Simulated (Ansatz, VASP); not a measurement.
One calculation of CdTe, two programs

```
Te Cd
1.0
     0.00000    3.20500    3.20500
     3.20500    0.00000    3.20500
     3.20500    3.20500    0.00000
Te Cd
1 1
Direct
  0.75000 0.75000 0.75000
  0.00000 0.00000 0.00000
```

Alike in both runs: task relaxation of cell and atoms; functional BLYP; dispersion D3(BJ); k mesh 7 × 7 × 7; occupations fermi-dirac, width 0.05 eV; no spin polarisation.

```csv
,VASP,Ansatz
version,VASP 6.6.1,Ansatz 0.2.0
potentials or method,"VASP PAW PBE potentials, release 64 (Te, Cd)",Ansatz PAW
plane-wave cutoff (eV),600,420
valence electrons in the cell,18,36
```

```csv
,VASP,Ansatz,Ansatz less VASP
relaxed volume (Å³/atom),34.72,34.51,-0.208
relaxed cell length with the largest relative difference (Å),4.613,4.604,-0.0092
energy change over the relaxation (meV/atom),-13,-10,+2.9
```

The two sets of potentials don't hold the same shells in valence.

Caveats: the PAW data sets were made with another functional, which shifts forces and pressure a little (VASP); the plane-wave basis is chosen anew once the cell has moved, so the energies of steps on either side of that aren't comparable (Ansatz); the PAW data sets come from PBE, with cores solved anew for the run's functional, which leaves a small shift of forces and pressure (Ansatz). Zero-point motion and thermal expansion aren't in these numbers.
